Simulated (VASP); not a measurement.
# CdTe (F-43m) in VASP: a series of runs, part 2 of 2

VASP 6.6.1. Earlier steps stand in the parts before.

### 4 Relaxation of cell and atoms, PBE+D3(BJ)

This run uses another cell than the first one, of 32.92 Å³/atom, 0.951 times its volume.

File INCAR:

```
  ALGO = Normal
  EDIFF = 1E-6
  EDIFFG = -0.02
  ENCUT = 600
  GGA = PE
  IBRION = 2
  ISIF = 3
  ISMEAR = -1
  IVDW = 12
  LASPH = T
  LCHARG = F
  LREAL = F
  LWAVE = F
  NELM = 80
  NSW = 80
  PREC = Accurate
  SIGMA = 0.05
```

File KPOINTS:

```
k-points
0
Gamma
  7 7 7
```

File POSCAR:

```
CdTe
1.0
    0.0000000000      3.2050000000      3.2050000000
    3.2050000000      0.0000000000      3.2050000000
    3.2050000000      3.2050000000      0.0000000000
Te Cd
1 1
Direct
    0.7500000000      0.7500000000      0.7500000000
    0.0000000000      0.0000000000      0.0000000000
```

Potentials or basis: VASP PAW PBE potentials, release 64 (Te, Cd).

Launch:

```sh
> cat potpaw_PBE.64/Te/POTCAR potpaw_PBE.64/Cd/POTCAR > POTCAR
> mpirun -np 1 vasp_std > vasp.out
```

OUTCAR:

```text
EDIFF = 1E-6
   EDIFFG = -0.02
   ENCUT = 600
   GGA = PE
   IBRION = 2
   ISIF = 3
   ISMEAR = -1
   IVDW = 12
   LASPH = T
   LREAL = F
   NELM = 80
   NSW = 80
   PREC = Accurate
 IVDW          = 12

 ion  position               nearest neighbor table
   1  0.750  0.750  0.750-   2 2.78   2 2.78   2 2.78   2 2.78
   2  0.000  0.000  0.000-   1 2.78   1 2.78   1 2.78   1 2.78

  LATTYP: Found a face centered cubic cell.
 ALAT       =     6.4100000000

  Lattice vectors:

 A1 = (   0.0000000000,   3.2050000000,   3.2050000000)
 A2 = (   3.2050000000,   0.0000000000,   3.2050000000)
 A3 = (   3.2050000000,   3.2050000000,   0.0000000000)

Analysis of symmetry for initial positions (statically):
=====================================================================
 Subroutine PRICEL returns:
 Original cell was already a primitive cell.

 Routine SETGRP: Setting up the symmetry group for a
 face centered cubic supercell.

 Subroutine GETGRP returns: Found 24 space group operations
 (whereof 24 operations were pure point group operations)
 out of a pool of 48 trial point group operations.

The static configuration has the point symmetry T_d .

Analysis of symmetry for dynamics (positions and initial velocities):
=====================================================================
 Subroutine PRICEL returns:
 Original cell was already a primitive cell.

 Routine SETGRP: Setting up the symmetry group for a
 face centered cubic supercell.

 Subroutine GETGRP returns: Found 24 space group operations
 (whereof 24 operations were pure point group operations)
 out of a pool of 48 trial point group operations.

The dynamic configuration has the point symmetry T_d .

 Subroutine INISYM returns: Found 24 space group operations
 (whereof 24 operations are pure point group operations),
 and found     1 'primitive' translations

----------------------------------------------------------------------------------------
[... 86 lines left out ...]
   ENCUT  =  600.0 eV  44.10 Ry    6.64 a.u.   9.05  9.05  9.05*2*pi/ulx,y,z
   NELM   =     80;   NELMIN=  2; NELMDL= -5     # of ELM steps
   EDIFF  = 0.1E-05   stopping-criterion for ELM
   LREAL  =      F    real-space projection
   EDIFFG = -.2E-01   stopping-criterion for IOM
   NSW    =     80    number of steps for IOM
   IBRION =      2    ionic relax: 0-MD 1-quasi-New 2-CG
   NFREE  =      1    steps in history (QN), initial steepest desc. (CG)
   ISIF   =      3    stress and relaxation
   ISYM   =      2    0-nonsym 1-usesym 2-fastsym
   POTIM  = 0.5000    time-step for ionic-motion
   TEBEG  =    0.0;   TEEND  =   0.0 temperature during run
   PSTRESS=    0.0 pullay stress
   NELECT =      18.0000    total number of electrons
   NUPDOWN=      -1.0000    fix difference up-down
   EMIN   =  10.00;   EMAX   =-10.00  energy-range for DOS
   EFERMI =   0.00;   METHOD = LEGACY
   ISMEAR =    -1;   SIGMA  =   0.05  broadening in eV -4-tet -1-fermi 0-gaus
   EFERMI_NEDOS =   21; number of points for ismear=-14 and -15
   IALGO  =     38    algorithm
   IMIX   =      4    mixing-type and parameters
     AMIX     =   0.40;   BMIX     =  1.00
     AMIX_MAG =   1.60;   BMIX_MAG =  1.00
  volume/ion in A,a.u.               =      32.92       222.17
  Fermi-wavevector in a.u.,A,eV,Ry     =   1.062497  2.007828 15.359610  1.128899
  Thomas-Fermi vector in A             =   2.197950
   LORBIT       =      0    0 simple, 1 ext, 2 COOP (PROOUT), +10 PAW based schemes
   GGA     = PE    functional components
   LHFCALC =     F    Hartree Fock is set to
   AEXX    =    0.0000 exact exchange contribution
   IVDW    =    12    specifies the selected vdW correction
   LEPSILON=     F    determine dielectric tensor
   LRPA    =     F    only Hartree local field effects (RPA)
 conjugate gradient relaxation of ions
 non-spin polarized calculation
  energy-cutoff  :      600.00
  volume of cell :       65.84
 maximum number of plane-waves:      2213
   NGX = 19   NGY = 19   NGZ = 19

--------------------------------------- Ionic step        1  -------------------------------------------

 number of electron      17.9999995 magnetization

 Free energy of the ion-electron system (eV)
  ---------------------------------------------------
  ext. energy  EPLUGINS =         0.00000000
  ---------------------------------------------------
  free energy    TOTEN  =        -4.72498486 eV

  energy without entropy =       -4.72498312  energy(sigma->0) =       -4.72498399

------------------------ aborting loop because EDIFF is reached ----------------------------------------

 Edisp (eV)   -0.71063

 E8    (eV) :    -0.3199
[... 71 lines left out ...]
--------------------------------------- Ionic step        3  -------------------------------------------

 number of electron      18.0000001 magnetization

 Free energy of the ion-electron system (eV)
  ---------------------------------------------------
  ext. energy  EPLUGINS =         0.00000000
  ---------------------------------------------------
  free energy    TOTEN  =        -4.79116175 eV

  energy without entropy =       -4.79115428  energy(sigma->0) =       -4.79115802

 E-fermi :   2.5684     XC(G=0):  -8.5007

 val. band max:        2.1789201857   @ k =   0.0000   0.0000   0.0000
 cond. band min:       2.8929073729   @ k =   0.0000   0.0000   0.0000
 fundamental gap:      0.7139871871
 Fermi energy:         2.5683586405

 k-point     1 :       0.0000    0.0000    0.0000
  band No.  band energies     occupation
      1      -8.8882      2.00000
      2      -6.0460      2.00000
      3      -6.0460      2.00000
      4      -6.0460      2.00000
      5      -5.7993      2.00000
      6      -5.7993      2.00000
      7       2.1789      1.99917
      8       2.1789      1.99917
      9       2.1789      1.99917
     10       2.8929      0.00303
     11       6.7931      0.00000
     12       6.7931      0.00000
     13       6.7931      0.00000
[... 335 lines left out ...]
  FREE ENERGIE OF THE ION-ELECTRON SYSTEM (eV)
  ---------------------------------------------------
  free  energy   TOTEN  =        -5.4600445275 eV

  energy  without entropy=       -5.4600370523  energy(sigma->0) =       -5.46004079

 reached required accuracy - stopping structural energy minimisation
```

OSZICAR:

```text
N       E                     dE             d eps       ncg     rms          rms(c)
DAV:   1     0.113432816790E+03    0.11343E+03   -0.91509E+03   520   0.135E+03
DAV:   2    -0.358398129679E+00   -0.11379E+03   -0.10907E+03   580   0.293E+02
DAV:   3    -0.491117269832E+01   -0.45528E+01   -0.45422E+01   635   0.612E+01
[... 27 lines left out ...]
DAV:   4    -0.479117780215E+01    0.60030E-03   -0.12099E-03   555   0.294E-01    0.803E-02
DAV:   5    -0.479115504482E+01    0.22757E-04   -0.13266E-04   555   0.153E-01    0.584E-02
DAV:   6    -0.479116269578E+01   -0.76510E-05   -0.38515E-05   558   0.663E-02    0.175E-02
DAV:   7    -0.479116132419E+01    0.13716E-05   -0.27281E-06   538   0.201E-02    0.422E-03
DAV:   8    -0.479116175304E+01   -0.42885E-06   -0.66947E-07   400   0.644E-03
   3 F= -.54600445E+01 E0= -.54600408E+01  d E =-.244252E-01
```

CONTCAR:

```text
CdTe
   1.00000000000000
    -0.0000000000000000    3.2608370302183327    3.2608370302183327
     3.2608370302183327   -0.0000000000000000    3.2608370302183327
     3.2608370302183327    3.2608370302183327   -0.0000000000000000
  Te              Cd
     1     1
Direct
     0.7500000000000000    0.7500000000000000    0.7500000000000000
     0.0000000000000000    0.0000000000000000    0.0000000000000000

  0.00000000E+00  0.00000000E+00  0.00000000E+00
  0.00000000E+00  0.00000000E+00  0.00000000E+00
```

It took 53 s on 1 thread of Intel Xeon 6975P-C, shared host; peak memory 0.24 GiB.

Results:

- Free energy: -5.4600 eV
- Relaxed volume: 34.67 Å³/atom
- Relaxed cell: a = 4.612 Å, b = 4.612 Å, c = 4.612 Å, α = 60.00°, β = 60.00°, γ = 60.00°
- Space group after relaxing (to 0.05 Å): F-43m (No. 216)
- Energy gained by relaxing: 12.2 meV/atom
- Ionic steps: 3
- Pressure after relaxing: 0.0 GPa
- Band gap on the k mesh: 0.71 eV, direct
- Dispersion energy per atom: -0.334 eV

Step by step:
| step | energy change (eV) | largest force (eV/Å) | pressure (GPa) | volume (Å³) |
| --- | --- | --- | --- | --- |
| 1 | 0.0000 | 0.0000 | 2.35 | 65.84 |
| 2 | -0.0219 | 0.0000 | -0.65 | 70.55 |
| 3 | -0.0244 | 0.0000 | 0.01 | 69.35 |

Final structure:
```xyz
2
Lattice="0.0000 3.2608 3.2608 3.2608 0.0000 3.2608 3.2608 3.2608 0.0000" Properties=species:S:1:pos:R:3 pbc="T T T"
Te    4.8913    4.8913    4.8913
Cd    0.0000    0.0000    0.0000
```

Levels at points of the mesh, in eV from the valence-band top:
```csv
k point,band 6,band 7,band 8,band 9,band 10,band 11,band 12,band 13
"(0.00, 0.00, 0.00)",-7.98,0.00,0.00,0.00,0.71,4.61,4.61,4.61
```

Caveat: spin-orbit coupling is left out, which moves the levels of the heavy elements. Zero-point motion and thermal expansion aren't in these numbers.

### 5 Relaxation of cell and atoms, RPBE+D4

This run uses another cell than the first one, of 32.92 Å³/atom, 0.951 times its volume.

File INCAR:

```
ALGO = Normal ; EDIFF = 1E-7
EDIFFG = -0.02 ; ENCUT = 600
GGA = RP ; IBRION = 2
ISIF = 3 ; ISMEAR = -1
IVDW = 13 ; LASPH = T
LCHARG = F ; LREAL = F
LWAVE = F ; NELM = 100
NSW = 80 ; PREC = Accurate
SIGMA = 0.05
```

KPOINTS is that of step 4.

POSCAR is that of step 4.

Potentials or basis: VASP PAW PBE potentials, release 64 (Te, Cd).

Launch:

```sh
> cat potpaw_PBE.64/Te/POTCAR potpaw_PBE.64/Cd/POTCAR > POTCAR
> mpirun -np 1 vasp_std > vasp.out
```

OUTCAR:

```text
EDIFF = 1E-7
   EDIFFG = -0.02
   ENCUT = 600
   GGA = RP
   IBRION = 2
   ISIF = 3
   ISMEAR = -1
   IVDW = 13
   LASPH = T
   LREAL = F
   NELM = 100
   NSW = 80
   PREC = Accurate

 ion  position               nearest neighbor table
   1  0.750  0.750  0.750-   2 2.78   2 2.78   2 2.78   2 2.78
   2  0.000  0.000  0.000-   1 2.78   1 2.78   1 2.78   1 2.78

  LATTYP: Found a face centered cubic cell.
 ALAT       =     6.4100000000

  Lattice vectors:

 A1 = (   0.0000000000,   3.2050000000,   3.2050000000)
 A2 = (   3.2050000000,   0.0000000000,   3.2050000000)
 A3 = (   3.2050000000,   3.2050000000,   0.0000000000)

Analysis of symmetry for initial positions (statically):
=====================================================================
 Subroutine PRICEL returns:
 Original cell was already a primitive cell.

 Routine SETGRP: Setting up the symmetry group for a
 face centered cubic supercell.

 Subroutine GETGRP returns: Found 24 space group operations
 (whereof 24 operations were pure point group operations)
 out of a pool of 48 trial point group operations.

The static configuration has the point symmetry T_d .

Analysis of symmetry for dynamics (positions and initial velocities):
=====================================================================
 Subroutine PRICEL returns:
 Original cell was already a primitive cell.
[... 132 lines left out ...]
   LEPSILON=     F    determine dielectric tensor
   LRPA    =     F    only Hartree local field effects (RPA)
 conjugate gradient relaxation of ions
 non-spin polarized calculation
  energy-cutoff  :      600.00
  volume of cell :       65.84
 maximum number of plane-waves:      2213
   NGX = 19   NGY = 19   NGZ = 19

--------------------------------------- Ionic step        1  -------------------------------------------

 number of electron      17.9999995 magnetization

 Free energy of the ion-electron system (eV)
  ---------------------------------------------------
  ext. energy  EPLUGINS =         0.00000000
  ---------------------------------------------------
  free energy    TOTEN  =        -4.02229150 eV

  energy without entropy =       -4.02229105  energy(sigma->0) =       -4.02229127

------------------------ aborting loop because EDIFF is reached ----------------------------------------

  DFT-D4 for vdW energy calculation

  Edisp (eV):   -1.30758
[... 71 lines left out ...]
--------------------------------------- Ionic step        3  -------------------------------------------

 number of electron      18.0000001 magnetization

 Free energy of the ion-electron system (eV)
  ---------------------------------------------------
  ext. energy  EPLUGINS =         0.00000000
  ---------------------------------------------------
  free energy    TOTEN  =        -4.12492830 eV

  energy without entropy =       -4.12492632  energy(sigma->0) =       -4.12492731

 E-fermi :   2.7589     XC(G=0):  -8.2793

 val. band max:        2.2943075410   @ k =   0.0000   0.0000   0.0000
 cond. band min:       3.1582463902   @ k =   0.0000   0.0000   0.0000
 fundamental gap:      0.8639388491
 Fermi energy:         2.7588974282

 k-point     1 :       0.0000    0.0000    0.0000
  band No.  band energies     occupation
      1      -8.7287      2.00000
      2      -5.9371      2.00000
      3      -5.9371      2.00000
      4      -5.9371      2.00000
      5      -5.6925      2.00000
      6      -5.6925      2.00000
      7       2.2943      1.99982
      8       2.2943      1.99982
      9       2.2943      1.99982
     10       3.1582      0.00068
     11       6.9701      0.00000
     12       6.9701      0.00000
     13       6.9701      0.00000
[... 335 lines left out ...]
  FREE ENERGIE OF THE ION-ELECTRON SYSTEM (eV)
  ---------------------------------------------------
  free  energy   TOTEN  =        -5.3531176794 eV

  energy  without entropy=       -5.3531157044  energy(sigma->0) =       -5.35311669

 reached required accuracy - stopping structural energy minimisation
```

Run time: 65 s. Hardware: 1 thread of Intel Xeon 6975P-C, shared host; peak memory 0.23 GiB.

Results:

| Quantity | Value |
| --- | --- |
| Free energy | -5.3531 eV |
| Relaxed volume | 34.67 Å³/atom |
| Relaxed cell | a = 4.611 Å, b = 4.611 Å, c = 4.611 Å, α = 60.00°, β = 60.00°, γ = 60.00° |
| Space group after relaxing (to 0.05 Å) | F-43m (No. 216) |
| Energy gained by relaxing | 11.6 meV/atom |
| Ionic steps | 3 |
| Pressure after relaxing | 0.0 GPa |
| Band gap on the k mesh | 0.86 eV, direct |
| Dispersion energy per atom | -0.614 eV |

Step by step:
```
step  energy change (eV)  largest force (eV/Å)  pressure (GPa)  volume (Å³)
   1              0.0000                0.0000            2.24        65.84
   2             -0.0216                0.0000           -0.51        70.32
   3             -0.0232                0.0000            0.01        69.34
```

Final structure:
```
Te Cd
1.0
     0.00000    3.26074    3.26074
     3.26074    0.00000    3.26074
     3.26074    3.26074    0.00000
Te Cd
1 1
Cartesian
  4.8911 4.8911 4.8911
  0.0000 0.0000 0.0000
```

Caveat: the PAW data sets were made with another functional, which shifts forces and pressure a little; spin-orbit coupling is left out, which moves the levels of the heavy elements. Zero-point motion and thermal expansion aren't in these numbers.

### 6 Relaxation of cell and atoms, LDA

This run uses another cell than the first one, of 32.92 Å³/atom, 0.951 times its volume.

File INCAR:

```
SYSTEM = CdTe
PREC = Accurate
ENCUT = 600
EDIFF = 1E-6
ISMEAR = -1
SIGMA = 0.05
LREAL = .False.
LASPH = .True.
NELM = 80
ALGO = Normal
ISIF = 3
LWAVE = .False.
LCHARG = .False.
IBRION = 2
NSW = 80
EDIFFG = -0.005
```

File KPOINTS:

```
Automatic mesh
0
Gamma
  7 7 7
  0 0 0
```

POSCAR is that of step 5.

Potentials or basis: VASP PAW LDA potentials, release 64 (Te, Cd).

Launch:

```sh
> cat potpaw_LDA.64/Te/POTCAR potpaw_LDA.64/Cd/POTCAR > POTCAR
> mpirun -np 1 vasp_std > vasp.out
```

Run time: 32 s. Hardware: 1 thread of Intel Xeon 6975P-C, shared host; peak memory 0.2 GiB.

It converged, with:

```yaml
Free_energy: -6.0490 eV
Relaxed_volume: 33.08 Å³/atom
Relaxed_cell: a = 4.540 Å, b = 4.540 Å, c = 4.540 Å, α = 60.00°, β = 60.00°, γ = 60.00°
Space_group_after_relaxing_to_0.05_Å: F-43m (No. 216)
Energy_gained_by_relaxing: 0.1 meV/atom
Ionic_steps: 3
Pressure_after_relaxing: 0.0 GPa
Band_gap_on_the_k_mesh: 0.64 eV, direct
```

The path:
```csv
step,energy change (eV),largest force (eV/Å),pressure (GPa),volume (Å³)
1,0.0000,0.0000,0.21,65.84
2,-0.0002,0.0000,-0.05,66.25
3,-0.0002,0.0000,-0.01,66.15
```

Final structure:
```
Te Cd
1.0
     0.00000    3.20998    3.20998
     3.20998    0.00000    3.20998
     3.20998    3.20998    0.00000
Te Cd
1 1
Direct
  0.75000 0.75000 0.75000
  0.00000 0.00000 0.00000
```

Levels at points of the mesh, in eV from the valence-band top:
| k point | band 5 | band 6 | band 7 | band 8 | band 9 | band 10 | band 11 | band 12 | band 13 |
| --- | --- | --- | --- | --- | --- | --- | --- | --- | --- |
| (0.00, 0.00, 0.00) | -8.11 | -8.11 | 0.00 | 0.00 | 0.00 | 0.64 | 4.48 | 4.48 | 4.48 |

Caveat: spin-orbit coupling is left out, which moves the levels of the heavy elements.

### 7 The runs side by side

| task | level | potentials or basis | cell | cutoff (eV) | gap on the mesh (eV) | pressure (GPa) | relaxed volume (Å³/atom) |
| --- | --- | --- | --- | --- | --- | --- | --- |
| single point | RPBE+D4 | VASP PAW PBE potentials, release 64 (Te, Cd) | a = 4.609 Å, angles 60.0°, 2 atoms | 520 | 0.87 | 0.1 | - |
| relaxation of cell and atoms | PBEsol+D4 | VASP PAW PBE potentials, release 64 (Te, Cd) | relaxed from a = 4.533 Å, angles 60.0°, 2 atoms | 600 | 0.71 | 0.0 | 33.49 |
| relaxation of cell and atoms | PBE+D3(BJ) | VASP PAW PBE potentials, release 64 (Te, Cd) | relaxed from a = 4.533 Å, angles 60.0°, 2 atoms | 600 | 0.71 | 0.0 | 34.67 |
| relaxation of cell and atoms | RPBE+D4 | VASP PAW PBE potentials, release 64 (Te, Cd) | relaxed from a = 4.533 Å, angles 60.0°, 2 atoms | 600 | 0.86 | 0.0 | 34.67 |
| relaxation of cell and atoms | LDA | VASP PAW LDA potentials, release 64 (Te, Cd) | relaxed from a = 4.533 Å, angles 60.0°, 2 atoms | 600 | 0.64 | 0.0 | 33.08 |

Alike in all rows: no spin polarisation; k mesh 7 × 7 × 7; smearing fermi-dirac 0.05 eV.

Caveats: spin-orbit coupling is left out, which moves the levels of the heavy elements; the PAW data sets were made with another functional, which shifts forces and pressure a little (some runs).

Total energies depend on the potentials used, so only differences within one code and one set of settings carry meaning.

### 8 How close it comes

Step 2. Measured gap of CdTe: 1.607 eV (0 K; a printed reference work, data compilation). This calculation gives 0.87 eV (-0.74 eV). Spin-orbit coupling on Cd, Te is left out. The value is that of RPBE+D4, without temperature or zero-point motion. Semilocal functionals fall short of measured gaps as a rule.
